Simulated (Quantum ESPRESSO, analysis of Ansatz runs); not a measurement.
# Migration in ZrO2 (Pca2_1): V_O hop (2.7 Å), charge +2 (Quantum ESPRESSO)

Aim: the barrier of one jump in ZrO2 (Pca2_1) at charge +2: V_O hop (2.7 Å). The model is a cell of 96 host atoms with 1 O taken out; O is the atom that moves.

Calculated with Quantum ESPRESSO 7.5; Quantum ESPRESSO plane-wave DFT, PBEsol, GBRV 1.5 PBEsol potentials; nudged elastic band between two relaxed defect structures at fixed charge in a uniform background.

## Step 1: Set-up

The cell holds 95 atoms: 32 Zr and 63 O. Its edges and angles: a = 10.504 Å, b = 11.377 Å, c = 10.132 Å, α = 90.0°, β = 90.0°, γ = 62.5°. It derives from ZrO2 (space group Pca2_1). Nearest the centre at fractional (0.692, 0.499, 0.554): O90 at 1.38 Å, Zr77 at 1.57 Å, Zr50 at 2.38 Å, O92 at 2.46 Å, O61 at 2.53 Å, O85 at 2.55 Å, Zr79 at 2.65 Å, O91 at 2.83 Å. The cell carries charge +2.

The cell's shortest repeat is 10.1 Å.

## Step 2: Relaxation of the start point, charge +2

A barrier is counted from a minimum, so both ends are relaxed first. Small random displacements break the symmetry of the ideal sites, so that the defect can distort if it gains by it. The charge of +2 is set by the electron count, and a uniform background keeps the cell neutral.

File pw.in:

```
&CONTROL
  calculation = 'relax'
  prefix = 'pwscf'
  outdir = './tmp'
  pseudo_dir = './pseudo'
  tprnfor = .true.
  disk_io = 'low'
  nstep = 70
  forc_conv_thr = 0.0012
  etot_conv_thr = 0.0001
/
&SYSTEM
  ibrav = 0
  nat = 95
  ntyp = 2
  ecutwfc = 36
  ecutrho = 288
  nbnd = 384
  occupations = 'fixed'
  tot_charge = 2
  nosym = .true.
/
&ELECTRONS
  conv_thr = 1d-07
  electron_maxstep = 100
  mixing_beta = 0.5
/
&IONS
  ion_dynamics = 'bfgs'
/
ATOMIC_SPECIES
Zr    91.2240 zr_pbesol_v1.uspp.F.UPF
O     15.9990 o_pbesol_v1.2.uspp.F.UPF
CELL_PARAMETERS angstrom
  10.5038946071    0.0000000000    0.0000000000
   5.2519473035   10.0919161557    0.0000000000
   0.0000000000    0.0000000000   10.1318925420
ATOMIC_POSITIONS crystal
Zr     0.0826338934    0.8662924625    0.3735359934
Zr     0.3326338934    0.3662924625    0.3735359934
[... 1 atom line left out ...]
Zr     0.4460437964    0.6353863701    0.3747543239
[... 7 atom lines left out ...]
O      0.4489388777    0.4667148323    0.3031395688
[... 3 atom lines left out ...]
O      0.4817708402    0.7692990935    0.2497916413
[... 11 atom lines left out ...]
Zr     0.4460321578    0.6358877145    0.8727921755
Zr     0.1673661066    0.6337075375    0.6235359934
[... 1 atom line left out ...]
Zr     0.0496575276    0.3689408657    0.6221946026
Zr     0.3010736440    0.8662924625    0.6235359934
O      0.2510699337    0.7307009065    0.7497916413
O      0.5010699337    0.2307009065    0.7497916413
[... 1 atom line left out ...]
O      0.4488899686    0.4654359325    0.8064502371
[... 3 atom lines left out ...]
O      0.4787991714    0.7715036064    0.7502270377
[... 1 atom line left out ...]
O      0.3321448362    0.4632455191    0.5551350701
[... 2 atom lines left out ...]
O      0.0499078962    0.5330057448    0.5565363662
[... 1 atom line left out ...]
O      0.0189010579    0.2287391000    0.5019930523
O      0.2682291598    0.7307009065    0.4997916413
Zr     0.5826338934    0.8662924625    0.3735359934
Zr     0.8307163671    0.3692277493    0.3735763250
Zr     0.6989263560    0.1337075375    0.3735359934
Zr     0.9489263560    0.6337075375    0.3735359934
Zr     0.6673661066    0.6337075375    0.1235359934
[... 3 atom lines left out ...]
O      0.7510699337    0.7307009065    0.2497916413
O      1.0010699337    0.2307009065    0.2497916413
[... 1 atom line left out ...]
O      0.9482199413    0.4661721817    0.3045021182
O      0.6655761067    0.5336693306    0.3066968641
[... 1 atom line left out ...]
O      0.7334342906    0.2707318035    0.2505939685
[... 9 atom lines left out ...]
Zr     0.5826338934    0.8662924625    0.8735359934
Zr     0.8303779005    0.3660181915    0.8719431207
[... 1 atom line left out ...]
Zr     0.9489263560    0.6337075375    0.8735359934
Zr     0.6662286690    0.6317551168    0.6239645916
Zr     0.9143757765    0.1348520690    0.6246237882
Zr     0.5540790722    0.3647081596    0.6245420008
Zr     0.8010736440    0.8662924625    0.6235359934
O      0.7483148848    0.7332171123    0.7495135002
O      1.0016260100    0.2299767296    0.7526563335
[... 1 atom line left out ...]
O      0.9512254971    0.4621740257    0.8042638691
O      0.6682286202    0.5353863621    0.8027183915
[... 1 atom line left out ...]
O      0.7344290384    0.2673482789    0.7511873338
[... 1 atom line left out ...]
O      0.5838760859    0.9646924913    0.5546728603
O      0.8368556682    0.4624468521    0.5544306767
O      0.4998266464    0.7674865865    0.5021385115
O      0.7517629599    0.2684958224    0.5011235591
O      0.7985685772    0.0353075087    0.5546728603
O      0.5182291598    0.2307009065    0.4997916413
O      0.7678195444    0.7302705143    0.5026488861
K_POINTS gamma
```

Started as:

```
> OMP_NUM_THREADS=1 mpirun -n 4 pw.x -in pw.in > pw.out
```

The log of the run:

```text
[shortened: banners, details of potentials and solvers, and blank lines are left out]
     gamma-point specific algorithms are used
     one sub-group per band group will be used
     scalapack distributed-memory algorithm (size of sub-group:  2*  2 procs)
     bravais-lattice index     =            0
     lattice parameter (alat)  =      19.8495  a.u.
     unit-cell volume          =    7247.8829 (a.u.)^3
     number of atoms/cell      =           95
     number of atomic types    =            2
     number of electrons       =       760.00
     number of Kohn-Sham states=          384
     kinetic-energy cutoff     =      36.0000  Ry
     charge density cutoff     =     288.0000  Ry
     scf convergence threshold =      1.0E-07
     mixing beta               =       0.5000
     number of iterations used =            8  plain     mixing
     energy convergence thresh.=      1.0E-04
     force convergence thresh. =      1.2E-03
     Exchange-correlation= SLA  PW   PSX  PSC
                           (   1   4  10   8   0   0   0)
     nstep                     =           70
     crystal axes: (cart. coord. in units of alat)
               a(1) = (   1.000000   0.000000   0.000000 )
               a(2) = (   0.500000   0.960779   0.000000 )
               a(3) = (   0.000000   0.000000   0.964584 )
     PseudoPot. # 1 for Zr read from file:
     zr_pbesol_v1.uspp.F.UPF
     Pseudo is Ultrasoft + core correction, Zval = 12.0
[...]
PseudoPot. # 2 for O  read from file:
     o_pbesol_v1.2.uspp.F.UPF
     Pseudo is Ultrasoft + core correction, Zval =  6.0
[...]
atomic species   valence    mass     pseudopotential
     Zr               12.00    91.22400     Zr( 1.00)
     O                 6.00    15.99900     O ( 1.00)
     No symmetry found
     site n.     atom                  positions (alat units)
         1        Zr     tau(   1) = (   0.5157801   0.8323152   0.3603070  )
         2        Zr     tau(   2) = (   0.5157801   0.3519259   0.3603070  )
         3        Zr     tau(   3) = (   0.2657801   0.1284633   0.3603070  )
         4        Zr     tau(   4) = (   0.7637370   0.6104656   0.3614822  )
         5        Zr     tau(   5) = (   0.4842199   0.6088526   0.1191609  )
         6        Zr     tau(   6) = (   0.4842199   0.1284633   0.1191609  )
         7        Zr     tau(   7) = (   0.2342199   0.3519259   0.1191609  )
         8        Zr     tau(   8) = (   0.7342199   0.8323152   0.1191609  )
[...]
number of k points=     1
                       cart. coord. in units 2pi/alat
        k(    1) = (   0.0000000   0.0000000   0.0000000), wk =   2.0000000
     Dense  grid:   299085 G-vectors     FFT dimensions: ( 108, 120, 108)
     Smooth grid:   105679 G-vectors     FFT dimensions: (  75,  90,  75)
     Check: negative core charge=   -0.000003
     starting charge     761.9368, renormalised to     760.0000
     Self-consistent Calculation
     iteration #  1     ecut=    36.00 Ry     beta= 0.50
     total energy              =   -5206.39594174 Ry
     estimated scf accuracy    <      34.85454755 Ry
     iteration #  2     ecut=    36.00 Ry     beta= 0.50
     total energy              =   -5215.56760794 Ry
     estimated scf accuracy    <      18.56008795 Ry
     iteration #  3     ecut=    36.00 Ry     beta= 0.50
     total energy              =   -5219.09738537 Ry
     estimated scf accuracy    <       3.53027111 Ry
[...]
c_bands:  1 eigenvalues not converged
[...]
estimated scf accuracy    <       0.01691750 Ry
[... 160 further cycles ...]
     iteration #  6     ecut=    36.00 Ry     beta= 0.50
     total energy              =   -5219.64474448 Ry
     estimated scf accuracy    <          7.8E-09 Ry
     iteration #  7     ecut=    36.00 Ry     beta= 0.50
     total energy              =   -5219.64474448 Ry
     estimated scf accuracy    <          1.6E-09 Ry
     iteration #  8     ecut=    36.00 Ry     beta= 0.50
     End of self-consistent calculation
          k = 0.0000 0.0000 0.0000 ( 13232 PWs)   bands (ev):
   -36.3266 -36.2252 -36.1867 -36.1787 -36.1727 -36.1499 -36.1347 -36.1300
   -36.1162 -36.1158 -36.0927 -36.0832 -36.0741 -36.0720 -36.0680 -36.0666
   -36.0620 -36.0586 -36.0488 -36.0387 -36.0379 -36.0312 -36.0274 -36.0240
   -36.0205 -36.0161 -36.0148 -36.0134 -36.0079 -36.0024 -35.9921 -35.9784
   -14.9234 -14.8674 -14.8426 -14.8272 -14.7985 -14.7760 -14.7700 -14.7598
   -14.7423 -14.7112 -14.7021 -14.6949 -14.6882 -14.6801 -14.6728 -14.6642
   -14.6587 -14.6450 -14.6382 -14.6358 -14.6135 -14.6013 -14.5876 -14.5827
   -14.5740 -14.5436 -14.5414 -14.5305 -14.5130 -14.5020 -14.4994 -14.4864
[...]
highest occupied, lowest unoccupied level (ev):    11.2718   14.6229
!    total energy              =   -5219.64474448 Ry
     estimated scf accuracy    <          1.2E-10 Ry
     The total energy is the sum of the following terms:
     one-electron contribution =    -891.86294843 Ry
     hartree contribution      =     909.80875069 Ry
     xc contribution           =   -1023.41965644 Ry
     ewald contribution        =   -4214.17089030 Ry
     convergence has been achieved in   8 iterations
     Forces acting on atoms (cartesian axes, Ry/au):
     atom    1 type  1   force =    -0.00005840    0.00008502    0.00022724
     atom    2 type  1   force =    -0.00001782   -0.00015541    0.00053274
     atom    3 type  1   force =     0.00015839   -0.00005050    0.00026666
     atom    4 type  1   force =    -0.00068408    0.00039997    0.00054875
     atom    5 type  1   force =    -0.00053842   -0.00056484   -0.00002415
     atom    6 type  1   force =     0.00039181   -0.00002566    0.00020754
     atom    7 type  1   force =    -0.00009341   -0.00016549    0.00006968
     atom    8 type  1   force =     0.00003863   -0.00036451    0.00005303
[...]
Total force =     0.006396     Total SCF correction =     0.000042
     Energy error            =      8.6E-05 Ry
     Gradient error          =      1.3E-03 Ry/Bohr
     number of scf cycles    =  20
     number of bfgs steps    =  19
     energy             old  =   -5219.6446586851 Ry
     energy             new  =   -5219.6447444770 Ry
     CASE: energy            _new < energy            _old
     new trust radius        =       0.0109787891 bohr
     new conv_thr            =       0.0000000010 Ry
ATOMIC_POSITIONS (crystal)
Zr               0.0806043695        0.8694073983        0.3748535152
Zr               0.3322387267        0.3673532823        0.3744378537
Zr               0.1980276416        0.1341888599        0.3719560385
Zr               0.4376477041        0.6419645157        0.3577333238
Zr               0.1667113259        0.6341845248        0.1223929699
Zr               0.4171329655        0.1351034751        0.1257273854
Zr               0.0505210408        0.3669918994        0.1241263911
Zr               0.2985561440        0.8701544562        0.1194816444
[...]
Check: negative core charge=   -0.000003
     Self-consistent Calculation
     iteration #  1     ecut=    36.00 Ry     beta= 0.50
     total energy              =   -5219.64480268 Ry
     estimated scf accuracy    <       0.00006845 Ry
     iteration #  2     ecut=    36.00 Ry     beta= 0.50
     total energy              =   -5219.64480808 Ry
     estimated scf accuracy    <       0.00000783 Ry
     iteration #  3     ecut=    36.00 Ry     beta= 0.50
     total energy              =   -5219.64480940 Ry
     estimated scf accuracy    <       0.00000164 Ry
[...]
estimated scf accuracy    <       0.00000015 Ry
     iteration #  5     ecut=    36.00 Ry     beta= 0.50
     total energy              =   -5219.64480972 Ry
     estimated scf accuracy    <       0.00000004 Ry
     iteration #  6     ecut=    36.00 Ry     beta= 0.50
     total energy              =   -5219.64480973 Ry
     estimated scf accuracy    <          3.8E-09 Ry
     iteration #  7     ecut=    36.00 Ry     beta= 0.50
     End of self-consistent calculation
          k = 0.0000 0.0000 0.0000 ( 13232 PWs)   bands (ev):
   -36.3294 -36.2246 -36.1876 -36.1794 -36.1736 -36.1496 -36.1351 -36.1291
   -36.1174 -36.1153 -36.0930 -36.0818 -36.0731 -36.0702 -36.0671 -36.0660
   -36.0600 -36.0564 -36.0479 -36.0382 -36.0369 -36.0303 -36.0273 -36.0241
   -36.0202 -36.0164 -36.0139 -36.0133 -36.0071 -36.0019 -35.9919 -35.9794
   -14.9241 -14.8681 -14.8425 -14.8277 -14.7986 -14.7763 -14.7706 -14.7599
   -14.7425 -14.7108 -14.7019 -14.6945 -14.6877 -14.6797 -14.6724 -14.6640
   -14.6583 -14.6446 -14.6379 -14.6352 -14.6132 -14.6011 -14.5873 -14.5824
   -14.5738 -14.5432 -14.5417 -14.5306 -14.5125 -14.5019 -14.4993 -14.4867
[...]
highest occupied, lowest unoccupied level (ev):    11.2722   14.6257
!    total energy              =   -5219.64480973 Ry
     estimated scf accuracy    <          9.2E-10 Ry
     The total energy is the sum of the following terms:
     one-electron contribution =    -891.81930645 Ry
     hartree contribution      =     909.79195499 Ry
     xc contribution           =   -1023.42290982 Ry
     ewald contribution        =   -4214.19454844 Ry
     convergence has been achieved in   7 iterations
     Forces acting on atoms (cartesian axes, Ry/au):
     atom    1 type  1   force =     0.00001810    0.00024022   -0.00005753
     atom    2 type  1   force =    -0.00008956   -0.00043834    0.00047503
     atom    3 type  1   force =    -0.00012983    0.00009296   -0.00013416
     atom    4 type  1   force =    -0.00017450    0.00019378    0.00019949
     atom    5 type  1   force =    -0.00047682   -0.00042176    0.00000078
     atom    6 type  1   force =     0.00045817   -0.00016873    0.00009830
     atom    7 type  1   force =     0.00008160   -0.00025703   -0.00007435
     atom    8 type  1   force =     0.00002577   -0.00019184   -0.00007772
[...]
Total force =     0.005735     Total SCF correction =     0.000142
     Energy error            =      6.5E-05 Ry
     Gradient error          =      1.2E-03 Ry/Bohr
     bfgs converged in  21 scf cycles and  20 bfgs steps
     (criteria: energy <  1.0E-04 Ry, force <  1.2E-03 Ry/Bohr)
     End of BFGS Geometry Optimization
     Final energy             =   -5219.6448097266 Ry
Begin final coordinates
ATOMIC_POSITIONS (crystal)
Zr               0.0806043695        0.8694073983        0.3748535152
Zr               0.3322387267        0.3673532823        0.3744378537
Zr               0.1980276416        0.1341888599        0.3719560385
Zr               0.4376477041        0.6419645157        0.3577333238
Zr               0.1667113259        0.6341845248        0.1223929699
Zr               0.4171329655        0.1351034751        0.1257273854
Zr               0.0505210408        0.3669918994        0.1241263911
Zr               0.2985561440        0.8701544562        0.1194816444
[...]
End final coordinates
   JOB DONE.
```

It took 28 min on 4 MPI ranks of Arm Neoverse V1, shared host; peak memory 2 GiB.

The steps of the relaxation:

```tsv
step	energy less that of the first step (eV)
0	0.0000
1	-1.8099
2	-2.2693
3	-2.4658
4	-2.6036
5	-2.6921
6	-2.7330
7	-2.7737
8	-2.7946
9	-2.8127
10	-2.8262
11	-2.8372
12	-2.8455
13	-2.8516
14	-2.8556
15	-2.8583
16	-2.8604
17	-2.8622
18	-2.8637
19	-2.8649
20	-2.8657
```

The atoms that moved most (Å):

```tsv
atom	dx	dy	dz	length
O91	-0.006	-0.329	-0.002	0.329
O42	0.289	0.104	-0.063	0.313
Zr77	0.221	0.078	0.106	0.257
Zr79	-0.125	-0.192	0.107	0.253
O85	-0.136	-0.090	-0.176	0.240
Zr4	-0.054	0.066	-0.172	0.192
O92	-0.112	0.131	0.026	0.174
O84	-0.057	0.103	-0.076	0.140
```

Neighbours of O90 at the end:

```tsv
atom	distance (Å)
Zr77	2.013
Zr50	2.127
Zr31	2.216
O47	2.562
O92	2.744
O84	2.790
O60	2.814
O45	2.830
O85	2.844
O95	2.844
```

This step gave:

```
highest filled level                                                                              : 11.27 eV
lowest empty level                                                                                : 14.63 eV
r.m.s. move of the farther half of the atoms                                                      : 0.04015 Å
largest move from the ideal geometry of this structure, a common shift of the far atoms taken out : 0.3533 Å
```

The relaxation gained 2.866 eV and ended with a largest force component of 0.030 eV/Å.

[end of part 1 of 3]

[Logs are printed without paths, hosts, clocks, repeated set-up lines and the standing remarks that a program may print on its own settings, such as how far it seeks lower states.]

[Hosts, paths, dates, database ids (printed as entryN), source tags and the programs' standing remarks are cut or masked in the printed files.]
